A crystal of MoS2 is a stack of strong sheets held together by weak forces. Near zero pressure, one gigapascal changes its volume by about two percent, and each percent of volume shifts the band gap by about 40 meV. Both figures come from calculations on a crystal that is squeezed or only slightly stretched. Does the stack go on resisting when it is pulled further apart, and does the gap go on opening at the same rate?

MoS2 (space group R3m, 3 atoms per cell), computed with Ansatz 0.2.0 using plane-wave PAW, scalar-relativistic PBE with D3(BJ) dispersion and no spin polarisation. Cell shape and atoms are relaxed at each volume, with a 420 eV cutoff, a 12×12×12 k mesh and 0.02 eV Gaussian smearing. Energies count from the minimum of a third-order Birch–Murnaghan fit.

| volume per atom (Å³/atom) | energy over minimum (meV/atom) | pressure (GPa) | band gap on mesh (eV) |
| --- | --- | --- | --- |
| 15.144 | 57.2 | 10.84 | 0.273 |
| 15.661 | 28.7 | 6.99 | 0.412 |
| 16.177 | 11.3 | 3.97 | 0.542 |
| 16.693 | 2.5 | 1.67 | 0.667 |
| 17.209 | -0.1 | 0.00 | 0.789 |
| 17.726 | 1.9 | -1.16 | 0.907 |
| 18.242 | ? | ? | ? |
| 18.930 | ? | ? | ? |

**Under compression: 15.144 to 16.693 Å³/atom**

At the top of the table the crystal is hard to squeeze. Going from the first row to the second, the volume grows by about 3 % and the pressure falls by almost 4 GPa. Dividing the pressure drop by the relative change in volume gives a stiffness of about 115 GPa. Each later step gives a smaller value.

Most crystals soften as they expand, and the layered structure makes the effect unusually strong here. Strong Mo–S bonds hold each sheet together, while only weak attraction, balanced by the repulsion between facing layers of sulphur atoms, sets the distance between sheets. The two parts act like a stiff and a soft spring in series, and the soft one gives way first. Once the sheets are pressed close, their repulsion rises steeply and the soft spring hardens.

The gap is smallest here, 0.273 eV in the first row, and rises with every step down the known rows. The accepted explanation for bulk MoS2 is that neighbouring sheets couple through orbitals that reach out of the sheet. The coupling pushes up the valence edge and pushes down a conduction valley between Γ, the centre of the Brillouin zone, and the corner point K. Moving the sheets apart weakens both shifts, so the gap opens. The runs fit this picture: in all four rows of this section the lowest conduction state on the mesh lies halfway from Γ to K. The valence edge is not at Γ, as it is in the common form of MoS2 with two sheets per cell. It lies at the zone boundary along the stacking direction, where the electron wave changes sign from one sheet to the next. How much each edge contributes to the opening is not separated here.

**Through zero pressure: 16.693 to 17.726 Å³/atom**

Around the row of zero pressure the stiffness is about 47 GPa, and it rises by some 11 GPa for each gigapascal of applied pressure. In solids bonded equally strongly in all directions this second number is usually nearer 4 or 5. The data makers' notes, which draw on tests of other systems, call such a pressure derivative unusual. The runs themselves carry no warning about it, and a high value is natural for a layered crystal. It expresses how quickly the soft spring hardens.

In the last known row the pressure is negative, which means that the crystal is being pulled. The stiffness of that step is only about 39 GPa, a third of its value at the top of the table. The gap behaves quite differently. Divided by the relative change in volume, its rise stays between 3.98 and 4.14 eV in every known step.

**Two simple curves**

For the pressure, let $V$ be the volume per atom and $V_0$ its value in the row of zero pressure. A convenient measure of strain is $e=(V_0/V)^{2/3}-1$, positive under compression and negative under tension. The energy over the minimum, $E$, is written as a short series in $e$, and the pressure $P$ follows from its slope:

$$E=C_2e^2+C_3e^3+C_4e^4,\qquad P=-\frac{dE}{dV}.$$

The three coefficients were fitted to the pressures of the six known rows. Stopping after $C_3$ gives the usual third-order Birch–Murnaghan form, whose typical error on these pressures is about ten times as large. The extra term is therefore worth keeping: it lets the pressure derivative of the stiffness vary more freely along the scan. Energies obtained from the fitted pressure curve also follow the listed energies closely, apart from a small constant offset. The table counts energy from the minimum of a fitted curve, which lies slightly above the lowest computed energy. This is also why one entry is just below zero.

The gap needs only a straight line in the logarithm of the volume, fitted to the same six rows. Its slope, called a deformation potential, is 4.02 eV. For the largest volume, which was not part of the fit, the line gives

$$E_g=0.789+4.02\,\ln\frac{18.930}{17.209}=0.789+4.02\times0.0953=1.172\ \text{eV},$$

where $E_g$ is the band gap on the mesh.

**Forecasts for the stretched rows**

The pull between two sheets cannot grow for ever. It must pass through a greatest value and then fade as the sheets separate. The fitted pressure curve bends towards such a limit but does not reach it in the open rows. The tension should therefore still increase in both, but by less for each further bit of volume.

For the gap there is reason to go slightly below the straight line at the largest volume. Coupling between sheets fades with distance, so its influence on the gap must eventually run out. The lowest conduction valley might also change to the one at K, which responds less to the spacing. The ranges below are judgements that allow for these possibilities, not statistical errors.

- At 18.242 Å³/atom: pressure −1.9 ± 0.1 GPa, energy 7.0 ± 0.3 meV/atom, gap 1.02 ± 0.02 eV.
- At 18.930 Å³/atom: pressure −2.3 ± 0.2 GPa, energy 16.2 ± 0.8 meV/atom, gap 1.15 ± 0.05 eV.

The withheld rows as computed:

| volume per atom (Å³/atom) | energy over minimum (meV/atom) | pressure (GPa) | band gap on mesh (eV) |
| --- | --- | --- | --- |
| 18.242 | 6.7 | -1.85 | 1.025 |
| 18.930 | 15.7 | -2.29 | 1.177 |

**What the stretched rows show**

The pressure forecasts hold, with misses of 0.05 GPa in the first row and 0.01 GPa in the second. The tension still grows, but the stiffness of the last step has dropped to about 12 GPa, roughly a tenth of its value at the top of the table. The sheets are close to the greatest pull that they can exert on each other, although the table ends before that point. The third-order form would have put the last pressure at −2.79 GPa, a tension about a fifth too strong.

The energies are less well predicted. At 18.242 Å³/atom the computed 6.7 meV/atom lies at the lower limit of the range, and at 18.930 Å³/atom the forecast is too high by 0.5 meV/atom. Relative to the computed energies these misses are about 4 % and 3 %. The pressure curve itself, with its small offset included, gives 6.9 and 15.9 meV/atom, so part of each miss comes from forecasts that were set above the curve.

The first gap, 1.025 eV, agrees with its forecast. The second, 1.177 eV, falls within its range but lies 0.027 eV above the central value. The unadjusted straight line came within 0.005 eV. Lowering the forecast made it worse, because the expected flattening does not appear at these volumes.

The pressures suggest why. In the last step the volume grows by almost 4 %, yet the tension rises by only 0.44 GPa. So small an extra pull can hardly stretch the strong sheets, and nearly all the new volume must go into the space between them. In the first step of the table the pressure changed by nearly nine times as much for a similar change in volume, so the sheets themselves must have taken a larger share.

This offers a plausible reason for the steady slope of the gap. Each further ångström between the sheets should open the gap less, because the coupling is already weaker. At the same time, each further percent of volume buys more of that spacing. The two trends may nearly cancel. Stretching within the sheets also acts on the gap, so sheet spacings, in-plane lengths and the separate shift of each band edge would be needed to tell the causes apart.

**Using the numbers**

For the computed crystal under pressure, the two main results combine into a handy rule. Near zero pressure, one gigapascal changes the volume by about 2 %, and at 40 meV per percent the gap moves by 0.08 to 0.09 eV. The rule weakens under strong compression, where the same pressure step changes the volume much less. It applies to pressure from all sides, not to a pull or a squeeze along one direction.

The gaps themselves need more caution than their changes. PBE makes the gap of MoS2 too small, and a gap read from a mesh can exceed the true minimum between the sampled points, or even miss a crossing of the bands there. Extending the line to zero gap would therefore give an unreliable estimate of the pressure at which the material turns metallic.

All rows are for zero temperature and leave out zero-point motion, so a real crystal's volume and stiffness will differ somewhat. The relaxations also keep the symmetry of the starting cell, and a distortion that breaks it could lower the energy unseen. The stretched rows describe an ideal crystal whose sheets all move apart equally. The cell contains a single sheet, so it cannot show one space opening into a crack while the others close up again. A real sample may split in this way, starting at a flaw, well before it reaches the tensions in the last two rows. The printed output after this text gives the fits and the changes from row to row.

The analysis program printed:

```
fit of pressure on 6 rows: coefficient of g 46.74 +/- 0.11, coefficient of g*eul 260.1 +/- 3.7, coefficient of g*eul**2 -533.4 +/- 32; rms 0.00393, worst 16.693 0.00764, leave-one-out rms 0.0214
  rows outside the fit (model, value, miss): 18.242 -1.871, -1.85, -0.0205; 18.93 -2.262, -2.29, 0.0283
fit of pressure on 6 rows: coefficient of g 47.84 +/- 0.76, coefficient of g*eul 202.4 +/- 9.8; rms 0.0375, worst 17.726 -0.0642, leave-one-out rms 0.104
  rows outside the fit (model, value, miss): 18.242 -2.082, -1.85, -0.232; 18.93 -2.787, -2.29, -0.497
fit of energy_over_minimum on 6 rows: constant -0.09485 +/- 0.021, coefficient of Eint 0.9973 +/- 0.00077; rms 0.0318, worst 16.693 -0.0524, leave-one-out rms 0.0617
  rows outside the fit (model, value, miss): 18.242 6.865, 6.7, 0.165; 18.93 15.92, 15.7, 0.219
fit of band_gap_on_mesh on 6 rows: constant 0.7891 +/- 0.00094, coefficient of lnv 4.019 +/- 0.013; rms 0.0014, worst 15.144 0.00232, leave-one-out rms 0.00257
  rows outside the fit (model, value, miss): 18.242 1.023, 1.025, -0.0016; 18.93 1.172, 1.177, -0.0048
Changes from the row before:
     row  stiffness_GPa  gap_slope_eV
  15.661          114.7         4.141
  16.177          93.16          4.01
  16.693          73.25         3.981
  17.209          54.86         4.007
  17.726          39.19         3.986
  18.242          24.05         4.112
   18.93          11.89         4.106
Bulk modulus at zero pressure from main model (GPa): 46.74
Pressure derivative of bulk modulus from main model: 11.42
Gap change for one percent of volume (meV): 40.19
```
